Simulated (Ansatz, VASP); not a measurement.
**One calculation of InAs, two programs**

The input POSCAR:

```
InAs
1.0
    0.0000000000      3.0180000000      3.0180000000
    3.0180000000      0.0000000000      3.0180000000
    3.0180000000      3.0180000000      0.0000000000
In As
1 1
Direct
    0.0000000000      0.0000000000      0.0000000000
    0.7500000000      0.7500000000      0.7500000000
```

The input INCAR.step1:

```
SYSTEM = InAs
ALGO     = Normal         ! electronic algorithm
EDIFF    = 1E-5           ! SCF threshold, eV
ENCUT    = 520            ! plane-wave cutoff, eV
GGA      = PE             ! functional
ISIF     = 2              ! what is computed and relaxed
ISMEAR   = -1             ! smearing method
LASPH    = .TRUE.         ! aspherical terms in the spheres
LCHARG   = .FALSE.        ! write CHGCAR
LREAL    = .FALSE.        ! projectors in reciprocal space
LWAVE    = .TRUE.         ! write WAVECAR
NELM     = 80             ! most SCF steps
PREC     = Accurate       ! precision mode
SIGMA    = 0.05           ! smearing width, eV
```

File INCAR.step2:

```
SYSTEM = InAs
AEXX     = 0.25           ! exact-exchange fraction
ALGO     = Normal         ! electronic algorithm
EDIFF    = 1E-6           ! SCF threshold, eV
ENCUT    = 520            ! plane-wave cutoff, eV
GGA      = PE             ! functional
HFSCREEN = 0.1            ! screening, 1/A
ISIF     = 2              ! what is computed and relaxed
ISMEAR   = -1             ! smearing method
ISTART   = 1            
LASPH    = .TRUE.         ! aspherical terms in the spheres
LCHARG   = .FALSE.        ! write CHGCAR
LHFCALC  = .TRUE.         ! exact exchange
LREAL    = .FALSE.        ! projectors in reciprocal space
LWAVE    = .FALSE.        ! write WAVECAR
NELM     = 80             ! most SCF steps
PREC     = Accurate       ! precision mode
PRECFOCK = Fast         
SIGMA    = 0.05           ! smearing width, eV
```

The input KPOINTS:

```
k-points
0
G
  4 4 4
  0 0 0
```

The input input.yaml:

```yaml
crystal:
  lattice:
    - [0.0, 3.018, 3.018]
    - [3.018, 0.0, 3.018]
    - [3.018, 3.018, 0.0]
  atoms:
    - { symbol: In, position: [0.0, 0.0, 0.0] }
    - { symbol: As, position: [0.75, 0.75, 0.75] }
hamiltonian:
  xc: { exchange: pbe, correlation: pbe, exx: { coeff: 0.25, omega: 0.1 } }
  pseudopotentials: { kind: paw }
kpoints:
  mp_grid: { grid: [4, 4, 4] }
scf:
  occupations: { method: fermi_dirac, width: 0.05 }
output:
  forces: true
  stress: true
  eigenvalues: true
```

Alike in both runs: task single point; functional HSE(alpha, omega); k mesh 4 × 4 × 4; occupations fermi-dirac, width 0.05 eV; no spin polarisation.

|  | VASP | Ansatz |
| --- | --- | --- |
| version | VASP 6.6.1 | Ansatz 0.2.0 |
| potentials or method | VASP PAW PBE potentials, release 64 (In_d, As) | Ansatz PAW |
| plane-wave cutoff (eV) | 520 | 420 |
| valence electrons in the cell | 18 | 28 |

Ansatz gave:

```
gap on the k mesh at the Fermi level (eV) : 0.90
least direct gap on the mesh (eV)         : 0.90
pressure (GPa)                            : 2.2
```

Task: Estimate VASP's values.

Result: gap on the k mesh at the Fermi level (eV): 0.92; least direct gap on the mesh (eV): 0.92; pressure (GPa): 1.9.

The functional is the same, so the differences come from potentials, cutoffs and numerics. The two sets of potentials don't hold the same shells in valence.

Caveats: the k mesh is coarse (spacing up to 0.45 Å⁻¹), so the values aren't converged, least of all with exact exchange; spin-orbit coupling is left out, which moves the levels of the heavy elements; the PAW data sets were made with another functional, which shifts forces and pressure a little (VASP); the PAW data sets come from PBE, with cores solved anew for the run's functional, which leaves a small shift of forces and pressure (Ansatz); the thresholds are loose for stress (Ansatz).
